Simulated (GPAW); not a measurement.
Entries from a set of simulations; values are calculated unless marked as measured.

## BAs (honeycomb bilayer): G0W0 with GPAW, start to end

The cell holds 4 atoms: 2 B and 2 As. Cell: a = 3.345 Å, b = 3.345 Å, c = 14.600 Å, α = 90.0°, β = 90.0°, γ = 120.0°. It derives from BAs. Vacuum lies along c.

```
method               : DFT, LDA, plane waves, PAW (and 1 further level or step)
program              : GPAW 26.7.0
settings of one run  : cutoff 700 eV, GPAW PAW setups 1.2.1 data release, 9×9×1 k-mesh
cost                 : 5 runs, 11 min in all on 8 MPI ranks of Arm Neoverse V1, shared host (the runs of this entry)
notes                : Values taken over the cell’s volume include its vacuum. The start is a generated structure, not a measured one. Limits: no spin-orbit coupling. Bands and cutoff are finite, so the gap is not at the basis limit. The miss can reach some tenths of an eV and take either sign; the mesh is an error of its own.
LDA gap              : 0.17 eV, direct
G0W0 gap on the mesh : 0.58 eV
GW settings          : 12×12×1 mesh, 106 bands, screening to 48 eV, full frequency, Hilbert transform
known limits         : not at the basis limit; no spin-orbit coupling
```

G0W0 moves the gap on the mesh from 0.17 eV to 0.58 eV (+0.41 eV), with Z of 0.70 and 0.68 at the edges. Only 2 of the mesh's irreducible points were corrected, so a valley elsewhere could overtake.

[Paths, hosts, dates, memory and timing lines, banners, echoed tables and standing remarks are left out of the program output.]

[Logs are printed without paths, hosts, clocks, repeated set-up lines and the standing remarks that a program may print on its own settings, such as how far it seeks lower states.]

[Runs of the session that timed out or met a known fault of the program may be left out.]

[Hosts, paths, dates, database ids (printed as entryN), source tags and the programs' standing remarks are cut or masked in the printed files.]
